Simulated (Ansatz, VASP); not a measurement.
**One calculation of Ga, two programs**

```
Ga
1.0
     2.75892    0.01848    0.05557
     0.02182    3.32781   -0.00240
    -1.25419   -0.01185    4.01041
Ga
2
Direct
  0.87652 0.26945 0.24909
  0.12348 0.73055 0.75091
```

Alike in both runs: task single point; functional PBEsol; k mesh 16 × 12 × 10; occupations gaussian, width 0.1 eV; no spin polarisation.

|  | VASP | Ansatz |
| --- | --- | --- |
| version | VASP 6.6.1 | Ansatz 0.2.0 |
| potentials or method | VASP PAW PBE potentials, release 64 (Ga_d) | scalar-relativistic, plane waves, PAW |
| plane-wave cutoff (eV) | 520 | 420 |
| valence electrons in the cell | 26 | 26 |

|  | VASP | Ansatz | Ansatz less VASP |
| --- | --- | --- | --- |
| gap on the k mesh at the Fermi level (eV) | none | none | - |
| pressure (GPa) | -0.9 | -1.0 | -0.15 |
| largest component of the traceless stress (GPa) | 1.38 | 1.38 | +0.004 |
| rms of the force components (eV/Å) | 0.371 | 0.371 | +0.0002 |

Atom by atom the forces differ by 0.000 eV/Å (rms over components). A gap of «none» marks a metal or a gap that the smearing closes.

Caveats: the PAW data sets were made with another functional, which shifts forces and pressure a little (VASP).
